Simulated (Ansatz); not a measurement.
# Sb (Pm-3m) in Ansatz: reference runs

Aim: a first look at Sb with PBE, on the cell as given and on a disturbed one.

Program: Ansatz 0.2.0. These are calculated values, not measurements. Logs are shortened: lines on timing, memory, paths and dates and some standing lists are left out, and cuts for length are marked.

## 1. Starting point

Symmetry: Pm-3m, No. 221, cubic system. The conventional cell has a = 3.160 Å, b = 3.160 Å, c = 3.160 Å, α = 90.00°, β = 90.00°, γ = 90.00°. Sb (site symmetry m-3m) is surrounded by 6 Sb at 3.16 Å.

This isn't the form of Sb at room conditions, which is rhombohedral.

## 2. Single point, PBE

Input file input.yaml:

```yaml
crystal:
  lattice:
    - [3.16, 0.0, 0.0]
    - [0.0, 3.16, 0.0]
    - [0.0, 0.0, 3.16]
  atoms:
    - { symbol: Sb, position: [0.0, 0.0, 0.0] }
kpoints:
  mp_grid: { grid: [8, 8, 8] }
scf:
  occupations: { method: fermi_dirac, width: 0.05 }
hamiltonian:
  xc: pbe
  pseudopotentials: { kind: all_electron, lapw: { basis_error: 0.001 } }
output:
  forces: true
  stress: true
  eigenvalues: true
  populations: true
```

Potentials or basis: all-electron LAPW, scalar-relativistic.

Started as:

```
ansatz run input.yaml --threads 1 --pin off --max-ram 2560MiB --backend cpu --events-out ev --progress --plain --runs-dir out
```

The log of the run:

```text
Warning: RAYON_NUM_THREADS=1 ignored (pool sized by the plan → 1); use --threads N
Sb: projections on atomic orbitals take those of the free atom 1s2 2s2 2p6 3s2 3p6 3d10 4s2 4p6 4d10 5s2 5p3, of charge +0.00 (hamiltonian.pseudopotentials.projection_atoms)
LAPW: plane waves up to 6.952 Å⁻¹, error target 1.0e-3 eV per atom; small_component_spin mean_spin; Sb in spheres of 1.580 Å, 23 of its electrons in bands, Dirac shells [] (how accurate: hamiltonian.pseudopotentials.lapw.basis_error, Limitations)
Engine: ansatz 0.2.0, x86_64-unknown-linux-gnu
Pseudopotentials: kind: all_electron
Pseudopotential: Sb, LAPW, valence charge 23, lapw/all_electron/scalar/gaussian/Sb, Koelling and Harmon's equation, gaussian nucleus
Functional definition: PBE
  parameter kappa = 0.804
  parameter beta = 0.06672455060314922
  exchange = pbe_x(kappa = kappa, mu = beta*pi^2/3)
  correlation = pbe_c(beta = beta)
Crystal: 1 atoms, lattice volume = 31.554 Å³
Basis set: ecut = 184.1340080007103 eV, 179 PW (Γ), exchange–correlation at level 2
Bands: 16, of which v1, the nominal top of the filled ones, is band 12 counted from 1 (11 counted from 0)
Symmetry: 48 space group operations
Space group: Pm-3m (ITA 221), of the structure as read, at distance tolerance 3.2e-5 Å
k-points: 35 of 512
Non-local potential: Sb, projectors of the file, none
Initial density: superposition of atomic densities (chi_scale 0.1, normalization cell)
Initial wavefunctions: plane waves of lowest kinetic energy (no species holds an atomic orbital)
Functional: x = pbe(κ = 0.804, μ = 0.2195149727645171), c = pbe(β = 0.06672455060314922)
iter 1 solved again at ethr=6.30e-5 eV; its pass at ethr=1.00e-1 eV (dr2=1.45e-2 eV) is discarded
SCF iter   1: F=—  HF=-176368.117289 eV  |F-HF|=—  |Δ(HF+E_count)|=         —  Δρ=8.02e-3  dr2=1.45e-2  ethr=6.30e-5  ⟨swp⟩=3.3  Hψ=3939  notcnv=0
preconditioner: auto → LDOS  [insulator: Δε(μ)=0.221 eV  Ē_g=11.839 eV  σ=0.050 eV  W_gap=0.53  n_scr=6 (ndim 8)  ℏωp=14.8 eV  f_vac=0.024  D(μ)=0.99/eV (n_scr^D=6)  ε∞_Penn≈2.6  β→1.0]
iter 2 solved again at ethr=3.66e-6 eV; its pass at ethr=6.30e-5 eV (dr2=8.41e-4 eV) is discarded
SCF iter   2: F=—  HF=-176368.121216 eV  |F-HF|=—  |Δ(HF+E_count)|=   3.93e-3  Δρ=2.34e-3  dr2=8.42e-4  ethr=3.66e-6  ⟨swp⟩=2.0  Hψ=2775  notcnv=0
SCF iter   3: F=—  HF=-176368.121339 eV  |F-HF|=—  |Δ(HF+E_count)|=   1.23e-4  Δρ=5.69e-4  dr2=7.51e-5  ethr=3.66e-6  ⟨swp⟩=2.7  Hψ=1601  notcnv=0
SCF iter   4: F=—  HF=-176368.120222 eV  |F-HF|=—  |Δ(HF+E_count)|=   1.12e-3  Δρ=2.64e-4  dr2=1.51e-5  ethr=3.26e-7  ⟨swp⟩=2.1  Hψ=1567  notcnv=0
SCF iter   5: F=—  HF=-176368.120235 eV  |F-HF|=—  |Δ(HF+E_count)|=   1.33e-5  Δρ=4.11e-5  dr2=8.30e-7  ethr=6.55e-8  ⟨swp⟩=2.7  Hψ=1589  notcnv=0
SCF iter   6: F=-176368.120236 eV  HF=-176368.120236 eV  |F-HF|=4.92e-9  |Δ(HF+E_count)|=   2.96e-7  Δρ=9.60e-6  dr2=4.30e-8  ethr=3.61e-9  ⟨swp⟩=3.0  Hψ=1620  notcnv=0
SCF 1 converged in 6 iterations: F = -176368.120236 eV  dr2 = 4.30e-8
SCF converged after 6 iterations
Free energy (F): -176368.120236 eV
Harris-Foulkes:  -176368.120236 eV  (|F-HF|=4.92e-9)
Internal energy: -176368.112992 eV  (E = F + TS)
E sigma→0 (E₀):  -176368.116614 eV
Entropy (-TS):   -0.007243 eV (-7.243 meV/atom)
Fermi energy:    11.604786 eV
--- Per-component energies (eV) ---
  E_band       = -919.114452
  E_kinetic    = 185869.765268
  E_xc         = -4643.150239
  E_electrostatic = -357594.728021  (all electrons and nuclei)
  E_smearing   = -0.007243  (= −TS)
  E_closure    = 0.000000  (closes the sum)
  E_atoms      = -176364.064481  (free atoms, spherical and without spin; not in F)
  Σ components = -176368.120236   (vs F -176368.120236, Δ=0.00e0)
  Basis errors (estimates in eV, not in F): energy 3.2e-4 per atom: plane waves 3.2e-4 (1.7e-4 summed), levels above the bands 4.0e-64, relativity 1.2e-8, radial functions 7.1e-6, core shells 2.2e-10; eigenvalues (radial functions only) 4.3e-6; not estimated: angular momenta, meshes, grids; target (lapw.basis_error) 1.0e-3; muffin-tin radii Sb 1.580 Å
--- Forces (eV/Å), atoms counted from 1 ---
  atom   1  Sb    -0.00000000    -0.00000000     0.00000000
  max |Σ_I F_I| component: 6.57e-32 eV/Å
--- Stress (GPa, compression-positive) ---
       -2.240145       0.000000       0.000000
        0.000000      -2.240145       0.000000
        0.000000       0.000000      -2.240145
  P = ⅓ Tr σ = -2.2401 GPa (-22.401 kbar)
--- Band table (eV; the first three rows and the last of 35) ---
  k-point 0: bands = ["-132.6078", "-85.5739", "-85.5739", "-85.5739", "-17.4750", "-17.4750", "-17.3315", "-17.3315", "-17.3315", "-0.3151", "14.7777", "14.7777", "14.7777", "18.7037", "18.7037", "19.5804"]
  k-point 1: bands = ["-132.6077", "-85.5742", "-85.5739", "-85.5739", "-17.4743", "-17.4560", "-17.3368", "-17.3368", "-17.3311", "-0.1030", "12.6988", "14.9820", "14.9820", "18.8884", "19.4258", "21.5168"]
  k-point 2: bands = ["-132.6077", "-85.5750", "-85.5739", "-85.5739", "-17.4724", "-17.4101", "-17.3497", "-17.3497", "-17.3301", "0.5084", "9.8211", "15.5405", "15.5405", "19.4337", "20.0454", "25.2386"]
  k-point 34: bands = ["-132.6075", "-85.5758", "-85.5758", "-85.5758", "-17.4075", "-17.4075", "-17.4075", "-17.2684", "-17.2684", "6.8027", "10.1460", "10.1460", "10.1460", "16.6222", "16.6222", "16.6222"]
--- Löwdin populations: 1 site ---
  site symbol       q [e]
     0     Sb     50.9679
  spilling = 0.000629 (of n_electrons = 51.000000)
```

Wall time 3.5 s (1 thread of Intel Xeon Platinum 8259CL at 2.50GHz (Skylake/Cascade Lake), shared host); peak memory 0.33 GiB.

Results:

```yaml
Free_energy: -176368.1202 eV
Pressure: -2.2 GPa
Band_gap_on_the_k_mesh: none (metal or under the smearing width)
```

Spin-orbit coupling is left out, which matters for the levels of Sb.

## 3. Single point, PBE (cell strained at random at fixed volume)

input.yaml: that of step 2 with these lines changed.

```diff
@@ -2,7 +2,7 @@
   lattice:
-    - [3.16, 0.0, 0.0]
-    - [0.0, 3.16, 0.0]
-    - [0.0, 0.0, 3.16]
+    - [3.183066, -0.009157, -0.079267]
+    - [-0.009157, 3.137208, -0.056534]
+    - [-0.079267, -0.056534, 3.16292]
   atoms:
-    - { symbol: Sb, position: [0.0, 0.0, 0.0] }
+    - { symbol: Sb, position: [0.003503, 0.003065, -0.021741] }
 kpoints:
```

Potentials or basis: all-electron LAPW, scalar-relativistic.

Started as:

```
ansatz run input.yaml --threads 1 --pin off --max-ram 2560MiB --backend cpu --events-out ev --progress --plain --runs-dir out
```

Wall time 22 s (1 thread of Intel Xeon Platinum 8259CL at 2.50GHz (Skylake/Cascade Lake), shared host); peak memory 0.48 GiB.

It converged, with:

| Property | Result |
| --- | --- |
| Free energy | -176368.1178 eV |
| Pressure | -2.3 GPa |
| Band gap on the k mesh | none (metal or under the smearing width) |

Stress tensor (GPa, compression positive):
```
-3.07 -0.11  0.50
-0.11 -1.30  0.08
 0.50  0.08 -2.58
```

Levels at points of the mesh, in eV from the Fermi level:
| k point | band 7 | band 8 | band 9 | band 10 | band 11 | band 12 | band 13 | band 14 | band 15 | band 16 |
| --- | --- | --- | --- | --- | --- | --- | --- | --- | --- | --- |
| (0.00, 0.00, 0.00) | -28.96 | -28.95 | -28.95 | -11.93 | 2.93 | 3.19 | 3.40 | 7.01 | 7.17 | 8.01 |
| (0.00, 0.00, -0.50) | -28.99 | -28.97 | -28.95 | -9.70 | -5.15 | 4.72 | 5.15 | 9.17 | 10.54 | 10.91 |
| (0.00, -0.50, 0.00) | -28.99 | -28.96 | -28.95 | -9.61 | -5.18 | 4.81 | 5.08 | 9.30 | 10.38 | 11.09 |
| (0.00, -0.50, -0.50) | -28.99 | -28.98 | -28.89 | -7.29 | -3.43 | -3.02 | 2.47 | 6.61 | 12.69 | 12.83 |
| (-0.50, 0.00, 0.00) | -28.99 | -28.97 | -28.95 | -9.78 | -5.14 | 4.81 | 5.15 | 9.23 | 10.61 | 11.07 |
| (-0.50, 0.00, -0.50) | -28.99 | -28.98 | -28.90 | -7.49 | -3.53 | -2.98 | 2.44 | 6.90 | 12.89 | 13.17 |
| (-0.50, -0.50, 0.00) | -28.99 | -28.98 | -28.89 | -7.36 | -3.35 | -3.14 | 2.44 | 6.70 | 12.77 | 12.89 |
| (-0.50, -0.50, -0.50) | -29.02 | -28.89 | -28.89 | -4.84 | -1.78 | -1.52 | -1.10 | 4.65 | 4.99 | 5.45 |
